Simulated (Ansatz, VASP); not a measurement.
SiC4 in VASP and in Ansatz

```xyz
5
Lattice="3.1420 0.0000 0.0000 0.0000 3.1420 0.0000 0.0000 0.0000 3.9696" Properties=species:S:1:pos:R:3 pbc="T T T"
Si    1.5710    1.5710    0.0000
C     0.0000    1.5710    2.6964
C     1.5710    0.0000    2.6964
C     0.0000    1.5710    1.2732
C     1.5710    0.0000    1.2732
```

Alike in both runs: functional PBE; k mesh 12 × 12 × 10; occupations gaussian, width 0.1 eV; no spin polarisation.

Ansatz relaxed the structure, and its values are those at the end. VASP's run is a single point on that final structure, the one shown.

```csv
,VASP,Ansatz
version,VASP 6.6.1,Ansatz 0.2.0
potentials or method,"VASP PAW PBE potentials, release 64 (Si, C)","scalar-relativistic, plane waves, PAW"
plane-wave cutoff (eV),520,420
valence electrons in the cell,20,20
```

```csv
,VASP,Ansatz,Ansatz less VASP
gap on the k mesh at the Fermi level (eV),none,none,-
pressure (GPa),0.1,0.0,-0.10
rms of the force components (eV/Å),0.035,0.000,-0.0350
```

A gap of «none» marks a metal or a gap that the smearing closes.
